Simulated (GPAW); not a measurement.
**Dielectric function and optical constants of BeTe**

Aim: the dielectric function of BeTe, and the optical constants that follow from it. The cell comes from an older database entry, whose edges can differ from later determinations, mostly by under a per cent.

Calculated with GPAW 26.7.0; DFT, PBE, plane-wave PAW (GPAW data sets), scalar-relativistic, RPA, optical limit.

Most raw output is cut from this account.

The database entry behind the starting cell differs from later determinations by our own check (an axis about 1.5 % short against later determinations), so it need not match the best structure at ambient conditions.

### Step 1. Set-up

Symmetry: F-43m, No. 216, cubic system. Conventional cell: a = 5.540 Å, b = 5.540 Å, c = 5.540 Å, α = 90.00°, β = 90.00°, γ = 90.00°. Te has 4 Be at 2.40 Å nearest. Be has 4 Te at 2.40 Å nearest. Farther neighbours and most contacts between anions are not listed.

Coordinates:

```
Te Be
1.0
     0.00000    2.77000    2.77000
     2.77000    0.00000    2.77000
     2.77000    2.77000    0.00000
Te Be
1 1
Direct
  0.75000 0.75000 0.75000
  0.00000 0.00000 0.00000
```

### Step 2. Ground state

First the ground state: is it a metal or has it a gap?

This step: DFT, PBE, plane-wave PAW (GPAW data sets), scalar-relativistic, ground state (GPAW 26.7.0).

File gs.py:

```python
from ase import Atoms
from ase.dft.bandgap import bandgap
from gpaw import GPAW, PW, FermiDirac

atoms = Atoms(['Te', 'Be'],
              cell=[[0.000000000000, 2.770000000000, 2.770000000000],
                    [2.770000000000, 0.000000000000, 2.770000000000],
                    [2.770000000000, 2.770000000000, 0.000000000000]],
              scaled_positions=[[0.750000000000, 0.750000000000, 0.750000000000],
                                [0.000000000000, 0.000000000000, 0.000000000000]],
              pbc=[True, True, True])
atoms.calc = GPAW(mode=PW(400), xc='PBE', kpts={'size': (7, 7, 7), 'gamma': True},
                  occupations=FermiDirac(0.05), maxiter=150, txt='gs.txt')
print('energy (eV)', atoms.get_potential_energy())
print('Fermi level (eV)', atoms.calc.get_fermi_level())
print('valence electrons', atoms.calc.get_number_of_electrons())
print('gap (eV)', bandgap(atoms.calc, output=None)[0])
print('direct gap (eV)', bandgap(atoms.calc, direct=True, output=None)[0])
atoms.calc.write('gs.gpw')
```

Started as:

```bash
$ OMP_NUM_THREADS=1 python gs.py
```

Elapsed: 2.9 s, on 1 thread of Arm Neoverse V2, shared host; peak memory 0.12 GiB.

Numbers from this step:

```
energy                 : -7.590 eV
Fermi energy           : 6.489 eV
gap on the k-mesh      : 1.919 eV
direct gap on the mesh : 3.584 eV
electrons              : 8
```

There is a gap, 1.92 eV on this mesh (points off the mesh can give less), so no carriers' term is needed.

### Step 3. Bands for the response

At the fixed density, many empty bands are solved on the mesh of the response, since the spectrum sums over them.

This step: DFT, PBE, plane-wave PAW (GPAW data sets), scalar-relativistic, bands at fixed density (GPAW 26.7.0).

File nscf.py:

```python
from ase.dft.bandgap import bandgap
from gpaw import GPAW, FermiDirac

calc = GPAW('gs.gpw').fixed_density(kpts={'size': (16, 16, 16), 'gamma': True}, nbands=33, convergence={'bands': 27},
                                    occupations=FermiDirac(0.001), txt='nscf.txt')
print('gap (eV)', bandgap(calc, output=None)[0])
print('direct gap (eV)', bandgap(calc, direct=True, output=None)[0])
print('top band over the Fermi level (eV)', min(calc.get_eigenvalues(kpt=k)[26] for k in range(len(calc.get_ibz_k_points()))) - calc.get_fermi_level())
calc.write('full.gpw', mode='all')
```

Started as:

```bash
$ OMP_NUM_THREADS=1 python nscf.py
```

Wall time 56 s (1 thread); peak memory 0.21 GiB.

Read-outs, printed or worked out from the files:

```
gap on the k-mesh : 1.857 eV
```

### Step 4. Dielectric function, RPA

Local fields let the induced charge screen the field inside the cell, which as a rule lowers ε, most along directions where the density is uneven.

This step: DFT, PBE, plane-wave PAW (GPAW data sets), scalar-relativistic, RPA, optical limit (GPAW 26.7.0).

File df.py:

```python
from gpaw.response.df import DielectricFunction

df = DielectricFunction('full.gpw', frequencies={'type': 'nonlinear', 'domega0': 0.03, 'omega2': 8},
                        ecut=50,
                        eta=0.1,
                        nbands=27,
                        txt='df.txt')
for direction in ['x']:
    df.get_dielectric_function(xc='RPA', direction=direction, filename=f'df_{direction}.csv')
```

Started as:

```bash
$ OMP_NUM_THREADS=1 python df.py
```

The job ended after 6.2 s (1 thread; peak memory 0.19 GiB).

Numbers from this step:

- electronic dielectric constant ε∞, mean over x, y and z (by symmetry where fewer were run): 7.024
- main peak of Im epsilon, first axis: 5.483 eV

The Im ε, E ∥ x has structure finer than the step of the table below, so its rows give means over 0.5 eV, whole bins alone (the curve runs from 0 to 15.0 eV). Peaks (eV: height): 5.12: 22.8, 5.47: 23.2.

Values under the direct gap are tails of Lorentzian lines. Im ε, E ∥ x against photon energy; means over each step:

| photon energy (eV) | Im ε, E ∥ x |
| --- | --- |
| 0.5 | 0.0207 |
| 1.0 | 0.0441 |
| 1.5 | 0.0739 |
| 2.0 | 0.117 |
| 2.5 | 0.189 |
| 3.0 | 0.350 |
| 3.5 | 1.34 |
| 4.0 | 5.29 |
| 4.5 | 10.6 |
| 5.0 | 18.9 |
| 5.5 | 18.3 |
| 6.0 | 10.5 |
| 6.5 | 10.1 |
| 7.0 | 6.34 |
| 7.5 | 4.08 |
| 8.0 | 3.99 |
| 8.5 | 3.13 |
| 9.0 | 2.24 |
| 9.5 | 2.18 |
| 10.0 | 1.89 |
| 10.5 | 1.58 |
| 11.0 | 1.24 |
| 11.5 | 1.26 |
| 12.0 | 0.934 |
| 12.5 | 0.945 |
| 13.0 | 0.762 |
| 13.5 | 0.670 |
| 14.0 | 0.687 |
| 14.5 | 0.549 |

Re ε, E ∥ x against photon energy:

| photon energy (eV) | Re ε, E ∥ x |
| --- | --- |
| 0.0 | 7.02 |
| 0.5 | 7.08 |
| 1.0 | 7.23 |
| 1.5 | 7.52 |
| 2.0 | 7.99 |
| 2.5 | 8.72 |
| 3.0 | 9.96 |
| 3.5 | 12.6 |
| 4.0 | 14.9 |
| 4.5 | 15.3 |
| 5.0 | 12.1 |
| 5.5 | -1.63 |
| 6.0 | -3.48 |
| 6.5 | -3.21 |
| 7.0 | -4.06 |
| 7.5 | -3.66 |
| 8.0 | -3.00 |
| 8.5 | -2.70 |
| 9.0 | -2.34 |
| 9.5 | -1.89 |
| 10.0 | -1.49 |
| 10.5 | -1.54 |
| 11.0 | -1.23 |
| 11.5 | -1.00 |
| 12.0 | -0.930 |
| 12.5 | -0.709 |
| 13.0 | -0.717 |
| 13.5 | -0.490 |
| 14.0 | -0.451 |
| 14.5 | -0.324 |

Values under the direct gap are tails of Lorentzian lines. Table of loss function −Im 1/ε at q → 0, E ∥ x by energy loss; read off at these points:

| energy loss (eV) | loss function −Im 1/ε at q → 0, E ∥ x |
| --- | --- |
| 0.0 | 0 |
| 0.5 | 4.1e-4 |
| 1.0 | 8.4e-4 |
| 1.5 | 0.00130 |
| 2.0 | 0.00181 |
| 2.5 | 0.00245 |
| 3.0 | 0.00339 |
| 3.5 | 0.00647 |
| 4.0 | 0.0207 |
| 4.5 | 0.0304 |
| 5.0 | 0.0365 |
| 5.5 | 0.0430 |
| 6.0 | 0.0910 |
| 6.5 | 0.0858 |
| 7.0 | 0.112 |
| 7.5 | 0.136 |
| 8.0 | 0.156 |
| 8.5 | 0.182 |
| 9.0 | 0.213 |
| 9.5 | 0.259 |
| 10.0 | 0.324 |
| 10.5 | 0.325 |
| 11.0 | 0.405 |
| 11.5 | 0.478 |
| 12.0 | 0.538 |
| 12.5 | 0.665 |
| 13.0 | 0.697 |
| 13.5 | 0.983 |
| 14.0 | 1.00 |
| 14.5 | 1.36 |

The Im ε, E ∥ x has structure finer than the step of the table below, so its rows give means over 0.5 eV, whole bins alone (the curve runs from 0 to 15.0 eV). Peaks (eV: height): without local fields 5.08: 28.5, 5.47: 26.4; with local fields 5.12: 22.8, 5.47: 23.2.

Values under the direct gap are tails of Lorentzian lines. Im ε, E ∥ x against photon energy; means over each step:

| photon energy (eV) | without local fields | with local fields |
| --- | --- | --- |
| 0.5 | 0.0250 | 0.0207 |
| 1.0 | 0.0532 | 0.0441 |
| 1.5 | 0.0895 | 0.0739 |
| 2.0 | 0.142 | 0.117 |
| 2.5 | 0.233 | 0.189 |
| 3.0 | 0.435 | 0.350 |
| 3.5 | 1.71 | 1.34 |
| 4.0 | 6.79 | 5.29 |
| 4.5 | 13.8 | 10.6 |
| 5.0 | 24.1 | 18.9 |
| 5.5 | 20.5 | 18.3 |
| 6.0 | 11.6 | 10.5 |
| 6.5 | 10.5 | 10.1 |
| 7.0 | 6.27 | 6.34 |
| 7.5 | 4.16 | 4.08 |
| 8.0 | 3.92 | 3.99 |
| 8.5 | 2.98 | 3.13 |
| 9.0 | 2.15 | 2.24 |
| 9.5 | 2.07 | 2.18 |
| 10.0 | 1.80 | 1.89 |
| 10.5 | 1.44 | 1.58 |
| 11.0 | 1.17 | 1.24 |
| 11.5 | 1.18 | 1.26 |
| 12.0 | 0.856 | 0.934 |
| 12.5 | 0.874 | 0.945 |
| 13.0 | 0.684 | 0.762 |
| 13.5 | 0.656 | 0.670 |
| 14.0 | 0.642 | 0.687 |
| 14.5 | 0.523 | 0.549 |

The reflectivity at normal incidence, E ∥ x has structure finer than the step of the table below, so its rows give means over 0.5 eV, whole bins alone (the curve runs from 0 to 15.0 eV). Peaks (eV: height): 5.56: 60.0, 6.82: 59.4, 7.32: 58.9, 8.15: 53.4, 8.83: 54.8, 10.74: 49.4, 11.79: 48.9.

Reflectivity at normal incidence, E ∥ x against photon energy; means over each step:

| photon energy (eV) | reflectivity at normal incidence, E ∥ x (%) |
| --- | --- |
| 0.5 | 20.6 |
| 1.0 | 21.0 |
| 1.5 | 21.7 |
| 2.0 | 22.8 |
| 2.5 | 24.5 |
| 3.0 | 27.0 |
| 3.5 | 31.6 |
| 4.0 | 36.2 |
| 4.5 | 40.7 |
| 5.0 | 48.4 |
| 5.5 | 54.6 |
| 6.0 | 50.4 |
| 6.5 | 51.9 |
| 7.0 | 56.1 |
| 7.5 | 54.4 |
| 8.0 | 49.4 |
| 8.5 | 50.6 |
| 9.0 | 51.9 |
| 9.5 | 45.7 |
| 10.0 | 45.2 |
| 10.5 | 47.8 |
| 11.0 | 46.3 |
| 11.5 | 42.2 |
| 12.0 | 45.6 |
| 12.5 | 39.2 |
| 13.0 | 42.8 |
| 13.5 | 37.3 |
| 14.0 | 35.0 |
| 14.5 | 35.0 |

At chosen wavelengths:

| wavelength (nm) | n | k | R (%) | 1/α |
| --- | --- | --- | --- | --- |
| 1550 | 2.68 | 0.006 | 20.8 | 19 µm |
| 1064 | 2.70 | 0.010 | 21.2 | 8.7 µm |
| 800 | 2.75 | 0.014 | 21.8 | 4.6 µm |
| 633 | 2.82 | 0.020 | 22.7 | 2.5 µm |
| 532 | 2.90 | 0.027 | 23.8 | 1.6 µm |
| 365 | 3.44 | 0.105 | 30.2 | 276 nm |
| 193 | 2.01 | 2.577 | 48.8 | 6.0 nm |

Below the direct gap, k and the depth come from the tails of the Lorentzian lines, not from transitions.

Rows near the edge hang on the gap, which this functional as a rule makes too small, and phonon-assisted absorption is left out.

### Step 5. What came out

```
electronic dielectric constant ε∞, mean over x, y and z (by symmetry where fewer were run) (RPA) : 7.02
main peak of Im epsilon, first axis                                                              : 5.48 eV
```

What this shows: At this level (PBE, RPA) BeTe has ε∞ = 7.02 and n = 2.68 at 1550 nm, and Im ε peaks at 5.5 eV. On the mesh the gap is 1.86 eV and the least direct gap 3.58 eV, so on this mesh the band edges lie at different points. Local fields change the static value along x from 7.91 to 7.02 (-11 %). Distinct maxima of Im ε, read by a parabola through the highest points, lie at 5.11 eV (23), 5.48 eV (23) and 6.53 eV (11). Excitons and phonon-assisted transitions are missing; PBE gaps are as a rule too small, which pulls the onset down and ε∞ up. Spin-orbit coupling is left out although heavy atoms are present. The sum runs over mesh points, so small or evenly spaced maxima can still be ripples of the mesh.

[Machine, clock and banner lines and Python warnings are left out of the logs.]

[Logs are printed without paths, hosts, clocks, repeated set-up lines and the standing remarks that a program may print on its own settings, such as how far it seeks lower states.]

[Hosts, paths, dates, database ids (printed as entryN), source tags and the programs' standing remarks are cut or masked in the printed files.]
